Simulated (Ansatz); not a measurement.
Zr: computed DOS

```cif
data_structure
_symmetry_space_group_name_H-M 'Fd-3m:1'
_symmetry_Int_Tables_number 227
_cell_length_a 6.2773
_cell_length_b 6.2773
_cell_length_c 6.2773
_cell_angle_alpha 90.000
_cell_angle_beta 90.000
_cell_angle_gamma 90.000
_cell_volume 247.35
loop_
_atom_site_label
_atom_site_type_symbol
_atom_site_symmetry_multiplicity
_atom_site_Wyckoff_symbol
_atom_site_fract_x
_atom_site_fract_y
_atom_site_fract_z
_atom_site_occupancy
Zr1 Zr 8 b 0.00000 0.00000 0.50000 1
```

The runs use the primitive cell with vectors (0.000, 3.139, 3.139), (3.139, 0.000, 3.139), (3.139, 3.139, 0.000) Å, to which the k mesh refers.

The structure is cubic, space group Fd-3m (No. 227). Conventional cell: a = 6.277 Å, b = 6.277 Å, c = 6.277 Å, α = 90.00°, β = 90.00°, γ = 90.00°. Zr (site symmetry -43m) is surrounded by 4 Zr at 2.72 Å.

The structure comes from a relaxation in the same program, started in the diamond type, and has space group Fd-3m. Whether it is a known phase or the ground state wasn't checked.

These are results of DFT, PBE, all-electron LAPW, scalar-relativistic in Ansatz 0.2.0, not measurements.

Settings: a Γ-centred 10×10×10 k mesh, Fermi–Dirac smearing of 0.05 eV, basis error target 0.25 meV/atom, no spin polarisation.

Q: Which of the resolved shells contributes most within 0.3 eV of the Fermi level?

A: Zr 4d, with 93 % of all states there; Zr 5s follows with 6 %.

Q: Where is the centre of the filled Zr 4d states between -14 eV and the top of the filled states?

A: -0.93 eV from the Fermi level.

Q: Tabulate the density of states.

A: States per eV and cell, averaged over 0.4 eV, from -4.2 to 1.6 eV, with energies (bin centres) from the Fermi level; empty bins are left out. The partial columns, the largest 4 alone, are projections on Löwdin-orthogonalised atomic shells (those that the program's projection atoms carry: the occupied ones and, for some elements, an empty d or f shell; other empty shells have no column), summed over atoms of an element. Weights on diffuse s and p shells depend on that basis and aren't pure angular character.
```csv
E (eV),total,Zr 4d,Zr 5s,Zr 4p,Zr 4s
-4.1,0.02,0.00,0.02,0.00,0.00
-3.7,0.16,0.00,0.15,0.00,0.01
-3.3,0.27,0.01,0.25,0.00,0.01
-2.9,0.38,0.03,0.34,0.01,0.01
-2.5,0.54,0.08,0.43,0.01,0.01
-2.1,1.02,0.41,0.57,0.02,0.01
-1.7,4.98,4.32,0.57,0.03,0.02
-1.3,2.39,2.23,0.13,0.01,0.01
-0.9,2.18,1.94,0.22,0.01,0.01
-0.5,4.96,4.08,0.80,0.02,0.03
-0.1,4.05,3.72,0.27,0.03,0.01
0.3,5.10,4.58,0.41,0.06,0.01
0.7,3.94,3.27,0.51,0.05,0.01
1.1,3.74,3.08,0.39,0.06,0.01
1.5,1.52,1.26,0.10,0.02,0.00
```
